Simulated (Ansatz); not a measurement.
CuCl2:

```
Cu Cl
1.0
     4.52065    0.00000    0.00000
     0.00000    4.52065    0.00000
     0.00000    0.00000    4.31771
Cu Cl
1 2
Direct
  0.00000 0.00000 0.00000
  0.00000 0.50000 0.00000
  0.50000 0.00000 0.00000
```

Measurements of this composition are mostly on another form, of space group No. 12.

| Quantity | Value |
| --- | --- |
| Program | Ansatz 0.2.0 |
| Task | relaxation of cell and atoms |
| Functional | PBEsol |
| Potentials or basis | Ansatz PAW |
| Cutoff | 420 eV (not typed: the program's choice for these potentials) |
| k mesh | 6 × 6 × 6 |
| Occupations | fermi-dirac, width 0.05 eV |
| Spin | no spin polarisation |
| Hubbard terms | Cu d U = 3 eV |

At the start: volume 29.41 Å³/atom.

Problem. How do energy, volume and symmetry change on relaxing?

Solution. It ends after 10 steps and the volume is 30.14 Å³/atom (+2.5 %); space group P4/mmm (No. 123, to 0.05 Å).

The path:
```csv
step,energy change (eV),largest force (eV/Å),volume (Å³)
1,0.0000,0.0000,88.24
2,-0.0106,0.0000,87.23
3,-0.0144,0.0000,86.20
4,-0.0144,0.0000,86.35
5,-0.0145,0.0000,86.47
6,-0.0145,0.0000,87.62
7,-0.0144,0.0000,89.10
8,-0.0144,0.0000,90.72
9,-0.0144,0.0000,90.42
10,-0.0146,0.0000,90.42
```

Final structure:
```yaml
crystal:
  lattice:
    - [4.46503, 0.00000, 0.00000]
    - [0.00000, 4.46503, 0.00000]
    - [0.00000, 0.00000, 4.53555]
  atoms:
    - { symbol: Cu, position: [0.00000, 0.00000, 0.00000] }
    - { symbol: Cl, position: [0.00000, 0.50000, 0.00000] }
    - { symbol: Cl, position: [0.50000, 0.00000, 0.00000] }
```

Caveat: the plane-wave basis is chosen anew once the cell has moved, so the energies of steps on either side of that aren't comparable; this functional lacks dispersion, which binds the layers, so the pressure and a relaxed spacing across them are unreliable; an odd number of electrons without spin polarisation forces a metal; a magnetic or distorted state may lie lower; the run has no spin polarisation, though such a crystal can be magnetic; U without spin polarisation on a metal has little footing; the PAW data sets come from PBE, with cores solved anew for the run's functional, which leaves a small shift of forces and pressure.
